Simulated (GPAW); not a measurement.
# TiAl2 (Cmmm) in GPAW: a series of runs

One crystal, TiAl2, is run at these levels: PBEsol, LDA; tasks: band structure, equation of state.

Program: GPAW 26.7.0. These are calculated values, not measurements. Logs are shortened: lines on timing, memory, paths and dates and some standing lists are left out, and cuts for length are marked. The log counts tension as positive stress, the text compression.

## 1. The structure

It takes space group Cmmm (No. 65, orthorhombic). Conventional cell: a = 3.959 Å, b = 12.094 Å, c = 4.032 Å, α = 90.00°, β = 90.00°, γ = 90.00°. Around Ti (site symmetry m2m) lie 10 Al at 2.68 to 2.92 Å. Al (site symmetry mmm) has 4 Ti at 2.70 Å and 8 Al at 2.83 to 2.91 Å as nearest neighbours. Al (site symmetry m2m) has 6 Al at 2.67 to 2.93 Å and 6 Ti at 2.84 to 2.92 Å as nearest neighbours. Al (site symmetry mmm) has 4 Ti at 2.68 Å and 8 Al at 2.83 to 2.93 Å as nearest neighbours.

## 2. Band structure, PBEsol

Contents of run.py:

```python
from ase import Atoms
from ase.dft.bandgap import bandgap
from ase.io import write
from ase.units import GPa
from gpaw import GPAW, PW, setup_paths

setup_paths.insert(0, '.')

atoms = Atoms(['Ti', 'Ti', 'Al', 'Al', 'Al', 'Al'],
              cell=[[1.97955, -6.0472, 0.0],
                    [1.97955, 6.0472, 0.0],
                    [0.0, 0.0, 4.0315]],
              scaled_positions=[[0.351, 0.649, 0.0],
                                [0.649, 0.351, 0.0],
                                [0.5, 0.5, 0.5],
                                [0.176, 0.824, 0.5],
                                [0.824, 0.176, 0.5],
                                [0.0, 0.0, 0.0]],
              pbc=True)

calc = GPAW(mode=PW(600),
            xc='PBEsol',
            kpts={'size': (5, 5, 5), 'gamma': True},
            occupations={'name': 'fermi-dirac', 'width': 0.05},
            nbands=36,
            convergence={'density': 1e-05, 'energy': 1e-05},
            maxiter=150,
            txt='gpaw.txt')
atoms.calc = calc
energy = atoms.get_potential_energy()
forces = atoms.get_forces()
stress = atoms.get_stress()
calc.write('gs.gpw')
write('result.traj', atoms)
print(f'Energy: {energy:.6f} eV')
print('Forces (eV/A):')
print(forces.round(4))
print('Stress (GPa):', (stress / GPa).round(3))
print('Fermi level:', round(calc.get_fermi_level(), 4), 'eV')
print(f'Gap: {bandgap(calc)[0]:.4f} eV, direct: {bandgap(calc, direct=True)[0]:.4f} eV')

path = atoms.cell.bandpath('GXSRAZGYX1A1TY,ZT', npoints=100, eps=1e-4)
bs_calc = calc.fixed_density(kpts=path, symmetry='off', nbands=56,
                             convergence={'bands': 'CBM+6.0', 'eigenstates': 1e-6}, txt='bands.txt')
bs = bs_calc.band_structure()
bs.write('bs.json')
print(f'Gap on the path: {bandgap(bs_calc)[0]:.4f} eV')
```

Potentials or basis: PAW data sets generated in the run's folder for this functional, pw.

Command:

```sh
> gpaw-setup -f PBEsol Al Ti
> OMP_NUM_THREADS=1 python run.py
```

gpaw.txt:

```text
__  _  _
 | _ |_)|_||  |
 |__||  | ||/\| - 26.7.0

Input parameters:
  mode=PW(ecut=600.0),
  convergence={'density': 1e-05, 'energy': 1e-05},
  kpts=MonkhorstPack(size=(5, 5, 5), gamma=True),
  maxiter=150,
  nbands=36,
  occupations=Occupations(name='fermi-dirac', width=0.05),
  xc=XC(name='PBEsol')

Diagonalizing LCAO Hamiltonian
Converting LCAO to pw mode

                 Al

              Al
                Ti
          AlAl
             Ti

Atoms  # Å, Bohr magnetons
|   | symbol |        x |         y |        z |    initial magnetic moments |
|---|--------|----------|-----------|----------|-----------------------------|
| 0 |     Ti | 1.979550 |  1.802066 | 0.000000 | ( 0.0000,  0.0000,  0.0000) |
| 1 |     Ti | 1.979550 | -1.802066 | 0.000000 | ( 0.0000,  0.0000,  0.0000) |
| 2 |     Al | 1.979550 |  0.000000 | 2.015750 | ( 0.0000,  0.0000,  0.0000) |
| 3 |     Al | 1.979550 |  3.918586 | 2.015750 | ( 0.0000,  0.0000,  0.0000) |
| 4 |     Al | 1.979550 | -3.918586 | 2.015750 | ( 0.0000,  0.0000,  0.0000) |
| 5 |     Al | 0.000000 |  0.000000 | 0.000000 | ( 0.0000,  0.0000,  0.0000) |

Unit cell  # Å
| periodic |        x |         y |        z |  lengths |     angles |
|----------|----------|-----------|----------|----------|------------|
|      yes | 1.979550 | -6.047200 | 0.000000 | 6.362959 |  90.000000 |
|      yes | 1.979550 |  6.047200 | 0.000000 | 6.362959 |  90.000000 |
|      yes | 0.000000 |  0.000000 | 4.031500 | 4.031500 | 143.748297 |

Number of symmetries: 8
Symmetry operations  # r_c * U_cc + t_c -> r_c
|   | kind |            matrix            |
|---|------|------------------------------|
| 0 |  E   |  1, 0, 0,  0, 1, 0,  0, 0, 1 |
| 1 |  σ   |  1, 0, 0,  0, 1, 0,  0, 0,-1 |
| 2 |  σ   |  0, 1, 0,  1, 0, 0,  0, 0, 1 |
| 3 |  C2  |  0, 1, 0,  1, 0, 0,  0, 0,-1 |
| 4 |  σ   |  0,-1, 0, -1, 0, 0,  0, 0, 1 |
| 5 |  C2  |  0,-1, 0, -1, 0, 0,  0, 0,-1 |
| 6 |  C2  | -1, 0, 0,  0,-1, 0,  0, 0, 1 |
| 7 |  i   | -1, 0, 0,  0,-1, 0,  0, 0,-1 |

BZ-sampling:
  Number of BZ points: 125
  Number of IBZ points: 27

  Monkhorst-Pack size: [5, 5, 5]
  Monkhorst-Pack shift: [0, 0, 0]

K-points  # in reciprocal-cell coordinates
|     |                                coordinates |     weight |
|-----|--------------------------------------------|------------|
|   0 | (  0.00000000,   0.00000000,   0.00000000) | 0.00800000 |
|   1 | (  0.00000000,   0.00000000,   0.20000000) | 0.01600000 |
|   2 | (  0.00000000,   0.00000000,   0.40000000) | 0.01600000 |
|   3 | (  0.20000000,  -0.20000000,   0.00000000) | 0.01600000 |
|   4 | (  0.20000000,  -0.20000000,   0.20000000) | 0.03200000 |
|   5 | (  0.20000000,  -0.20000000,   0.40000000) | 0.03200000 |
|   6 | (  0.20000000,   0.00000000,   0.00000000) | 0.03200000 |
|   7 | (  0.20000000,   0.00000000,   0.20000000) | 0.06400000 |
|   8 | (  0.20000000,   0.00000000,   0.40000000) | 0.06400000 |
|   9 | (  0.20000000,   0.20000000,   0.00000000) | 0.01600000 |
| ... |                                            |            |
|  26 | (  0.40000000,   0.40000000,   0.40000000) | 0.03200000 |

Plane wave coefficients: 3236
Cutoff: 600.0 eV

Spin-components: 1 (collinear spins)
Bands:           36
Projectors:      32
Spin-degeneracy: 2
Datatype:        complex128

Parallelization:
  kpt:    1
  domain: 1
  band:   1

Density:
  Valence electrons: 36.0
  Components: 1
  Grid points: [36 36 24]
  Charge: 0.0  # |e|

Potential:
  Grid points: [36 36 24]

species:
  Ti:
    name:    Titanium
    Z:       22.0
    valence: 12
    core:    10
    charge:  0.0  # [|e|]
    compensation charges:
      type: gauss
      rc: 0.38  # [Å]
      lmax: 2
    cutoffs:
      filter: 2.23  # [Å]
      core: 1.02  # [Å]
    projectors
    | kind |    occ | energy [eV] | rcut [Å] |
    |------|--------|-------------|----------|
    |   3s |  2.000 |     -62.441 |    1.270 |
    |   4s |  2.000 |      -4.477 |    1.270 |
    |   3p |  6.000 |     -38.776 |    1.058 |
    |   4p |  0.000 |      -1.449 |    1.058 |
    |   3d |  2.000 |      -4.275 |    1.058 |
    |    d |        |      22.937 |    1.058 |

    Using partial waves for Ti as LCAO basis

  Al:
    name:    Aluminium
    Z:       13.0
    valence: 3
    core:    10
    charge:  0.0  # [|e|]
    compensation charges:
      type: gauss
      rc: 0.34  # [Å]
      lmax: 2
    cutoffs:
      filter: 1.91  # [Å]
      core: 2.36  # [Å]
    projectors
    | kind |    occ | energy [eV] | rcut [Å] |
    |------|--------|-------------|----------|
    |   3s |  2.000 |      -7.715 |    1.085 |
    |   3p |  1.000 |      -2.689 |    1.085 |
    |    s |        |      19.497 |    1.085 |
    |    p |        |      24.522 |    1.085 |
    |    d |        |       0.000 |    1.085 |

    Using partial waves for Al as LCAO basis

Reference energy: -72756.006203  # eV

eigensolver:
  PPCG
  Converge bands: occupied
  niter=2

density mixing:
  MSR1-Mixer
  Pratt-step length: 0.05
  Maximum mixing coefficient: 0.75
  Old densities: 10
  SVD Regularization: 0.005
  Good broyden scale: 1.0
  Trust region scale: 1.0
  Backstep threshold: 4.0
  History deletion threshold: 6.0
  Fourier metric: weight=20.0, sigma=0.015

occupation numbers:
  Fermi-Dirac:
    width: 0.0500  # eV

poisson solver:
  ecut: 4800.0  # eV

xc functional:
  name: PBEsol with 2 nearest neighbor stencil

convergence criteria:
- Maximum integral of absolute [dens]ity change: 1e-05 electrons / valence electron
- Maximum [total energy] change in last 3 cyles: 1e-05 eV / valence electron
- Maximum integral of absolute [eigenst]ate change: 4e-08 eV^2 / valence electron
maximum number of iterations: 150

SCF iterations
|iter     | |      energy | eigst |  dens |
|---------|-|-------------|-------|-------|
|iter:   1| |  -33.532677 | +0.05 |       |
|iter:   2| |  -33.457516 | -2.41 | -1.13 |
|iter:   3| |  -33.145094 | -1.65 | -1.16 |
|iter:   4| |  -33.159848 | -2.46 | -1.68 |
|iter:   5| |  -33.153957 | -2.88 | -1.99 |
|iter:   6| |  -33.151884 | -3.50 | -2.16 |
|iter:   7| |  -33.151260 | -4.16 | -2.70 |
|iter:   8| |  -33.151256 | -5.89 | -3.40 |
|iter:   9| |  -33.151258c| -6.87 | -3.85 |
|iter:  10| |  -33.151258c| -8.15c| -4.48 |
|iter:  11| |  -33.151258c| -9.08c| -5.42c|

Converged in 11 steps
Energy contributions relative to reference atoms: (reference = -72756.006203)

Energy contributions:
  Kinetic:          32.840331
  Coulomb:         -23.813251
  Zero:             -0.072276
  External:          0.000000
  Xc:              -42.094026
  Entropy:          -0.024072
  Spinorbit:         0.000000
  ----------------------------
  Free energy:     -33.163294
  Extrapolated:    -33.151258

dipole moment: (-6.794779, 0.000000, -32.579485)  # |e|*Ang

Fermi level: 7.720
Eigenvalues  # (at kpt = [0.000, 0.000, 0.000])
| band index |      eig [eV] | occ [0-2] |
|------------|---------------|-----------|
|          0 |       -48.749 |     2.000 |
|        ... |               |           |
|         10 |         1.945 |     2.000 |
|         11 |         5.474 |     2.000 |
|         12 |         5.855 |     2.000 |
|         13 |         6.081 |     2.000 |
|         14 |         6.082 |     2.000 |
|         15 |         7.004 |     2.000 |
[... 8 lines left out ...]
|         24 |        10.680 |     0.000 |
|         25 |        11.361 |     0.000 |
|        ... |               |           |
|         35 |        17.181 |     0.000 |

No gap
No difference between direct/indirect transitions

Forces  # eV/Ang
|        x |        y |       z |
|----------|----------|---------|
| -0.00000 |  0.89672 | 0.00000 |  # Ti   0
|  0.00000 | -0.89672 | 0.00000 |  # Ti   1
|  0.00000 |  0.00000 | 0.00000 |  # Al   2
|  0.00000 |  0.17049 | 0.00000 |  # Al   3
|  0.00000 | -0.17049 | 0.00000 |  # Al   4
|  0.00000 |  0.00000 | 0.00000 |  # Al   5

Stress tensor  # eV/Ang^3
|        x |        y |        z |
|----------|----------|----------|
| 0.016634 | 0.000000 | 0.000000 |
| 0.000000 | 0.006872 | 0.000000 |
| 0.000000 | 0.000000 | 0.027222 |

# Writing to gs.gpw (mode='')
```

bands.txt:

```text
Diagonalizing LCAO Hamiltonian
Converting LCAO to pw mode
convergence criteria:
- Maximum integral of absolute [eigenst]ate change: 1e-06 eV^2 / valence electron
maximum number of iterations: 150

SCF iterations
|iter     | |      energy | eigst |  dens |
|---------|-|-------------|-------|-------|
|iter:   1| |             | +1.12 |       |
[... 105 lines left out ...]
         [ 0.        ,  0.        ,  0.5       ],
         [-0.07142857,  0.07142857,  0.5       ],
         [-0.14285714,  0.14285714,  0.5       ],
         [-0.21428571,  0.21428571,  0.5       ],
         [-0.28571429,  0.28571429,  0.5       ],
         [-0.35714286,  0.35714286,  0.5       ],
         [-0.42857143,  0.42857143,  0.5       ],
         [-0.5       ,  0.5       ,  0.5       ]])),
  maxiter=150,
  nbands=56,
  occupations=Occupations(name='fermi-dirac', width=0.05),
  symmetry=Symmetry(point_group=False, time_reversal=False),
  xc=XC(name='PBEsol')
```

It took 4.7 min on 1 thread of Intel Xeon Platinum 8375C at 2.90GHz (Ice Lake), shared host; peak memory 0.68 GiB.

Results:

* Free energy: -33.1633 eV
* Pressure: -2.7 GPa
* Largest force: 0.897 eV/Å
* Band gap along the path: none (metal or under the smearing width)

Forces on the atoms (eV/Å):
```
Ti   0.000  0.897  0.000
Ti   0.000 -0.897  0.000
Al   0.000  0.000  0.000
Al   0.000  0.170  0.000
Al   0.000 -0.170  0.000
Al   0.000  0.000  0.000
```

Stress tensor (GPa, compression positive):
```
-2.67  0.00  0.00
 0.00 -1.10  0.00
 0.00  0.00 -4.36
```

Levels at the corners of the path, in eV from the Fermi level:
```tsv
point	band 15	band 16	band 17	band 18	band 19	band 20	band 21	band 22
Γ	-1.64	-0.72	-0.64	-0.52	0.49	0.74	0.89	0.97
X	-1.56	-1.02	-1.00	-0.48	0.96	1.00	1.31	1.77
S	-1.58	-1.19	-0.95	-0.39	0.82	1.27	1.38	1.52
R	-2.31	-1.78	-1.24	-1.21	-0.45	1.19	1.25	1.34
A	-2.63	-1.94	-1.21	-0.69	-0.58	1.17	1.19	1.26
Z	-1.43	-0.89	-0.39	0.21	0.25	1.00	1.13	1.32
Γ	-1.64	-0.72	-0.64	-0.52	0.49	0.74	0.89	0.97
Y	-1.75	-1.24	-0.69	-0.56	0.30	1.12	1.29	1.35
X1	-1.56	-1.02	-1.00	-0.48	0.96	1.00	1.31	1.77
A1	-2.63	-1.94	-1.21	-0.69	-0.58	1.17	1.19	1.26
T	-1.90	-0.87	0.04	0.38	0.76	1.19	1.32	1.66
Y	-1.75	-1.24	-0.69	-0.56	0.30	1.12	1.29	1.35
Z	-1.43	-0.89	-0.39	0.21	0.25	1.00	1.13	1.32
T	-1.90	-0.87	0.04	0.38	0.76	1.19	1.32	1.66
```

Caveat: the program warned that so skewed a cell can give wrong results.

## 3. Band structure, LDA

run.py: that of step 2 with these lines changed.

```diff
@@ -4,5 +4,3 @@
 from ase.units import GPa
-from gpaw import GPAW, PW, setup_paths
-
-setup_paths.insert(0, '.')
+from gpaw import GPAW, PW
 
@@ -21,3 +19,3 @@
 calc = GPAW(mode=PW(600),
-            xc='PBEsol',
+            xc='LDA',
             kpts={'size': (5, 5, 5), 'gamma': True},
```

Potentials or basis: the program's PAW data sets (release 1.2.1) made for this functional, pw.

Command:

```sh
> OMP_NUM_THREADS=1 python run.py
```

It took 4.3 min on 1 thread of Intel Xeon Platinum 8375C at 2.90GHz (Ice Lake), shared host; peak memory 0.68 GiB.

It converged, with:

```
Free energy             : -34.1373 eV
Pressure                : -5.8 GPa
Largest force           : 0.796 eV/Å
Band gap along the path : none (metal or under the smearing width)
```

Forces in eV/Å, atoms in the order of the input:
```
Ti   0.000  0.796  0.000
Ti   0.000 -0.796  0.000
Al   0.000  0.000  0.000
Al   0.000  0.114  0.000
Al   0.000 -0.114  0.000
Al   0.000  0.000  0.000
```

Stress tensor (GPa, compression positive):
```
-5.79  0.00  0.00
 0.00 -4.16  0.00
 0.00  0.00 -7.44
```

Levels at the corners of the path, in eV from the Fermi level:
| point | band 15 | band 16 | band 17 | band 18 | band 19 | band 20 | band 21 | band 22 |
| --- | --- | --- | --- | --- | --- | --- | --- | --- |
| Γ | -1.61 | -0.69 | -0.63 | -0.50 | 0.47 | 0.74 | 0.88 | 0.98 |
| X | -1.55 | -1.02 | -0.98 | -0.47 | 0.95 | 0.98 | 1.30 | 1.76 |
| S | -1.57 | -1.19 | -0.95 | -0.38 | 0.80 | 1.26 | 1.34 | 1.51 |
| R | -2.24 | -1.74 | -1.22 | -1.19 | -0.43 | 1.16 | 1.23 | 1.33 |
| A | -2.60 | -1.90 | -1.17 | -0.68 | -0.57 | 1.17 | 1.18 | 1.23 |
| Z | -1.42 | -0.88 | -0.38 | 0.20 | 0.24 | 0.97 | 1.12 | 1.31 |
| Γ | -1.61 | -0.69 | -0.63 | -0.50 | 0.47 | 0.74 | 0.88 | 0.98 |
| Y | -1.73 | -1.21 | -0.67 | -0.54 | 0.30 | 1.10 | 1.30 | 1.38 |
| X1 | -1.55 | -1.02 | -0.98 | -0.47 | 0.95 | 0.98 | 1.30 | 1.76 |
| A1 | -2.60 | -1.90 | -1.17 | -0.68 | -0.57 | 1.17 | 1.18 | 1.23 |
| T | -1.89 | -0.87 | 0.04 | 0.36 | 0.75 | 1.17 | 1.29 | 1.66 |
| Y | -1.73 | -1.21 | -0.67 | -0.54 | 0.30 | 1.10 | 1.30 | 1.38 |
| Z | -1.42 | -0.88 | -0.38 | 0.20 | 0.24 | 0.97 | 1.12 | 1.31 |
| T | -1.89 | -0.87 | 0.04 | 0.36 | 0.75 | 1.17 | 1.29 | 1.66 |

Caveat: the program warned that so skewed a cell can give wrong results.

(Continued in part 2 of 2.)
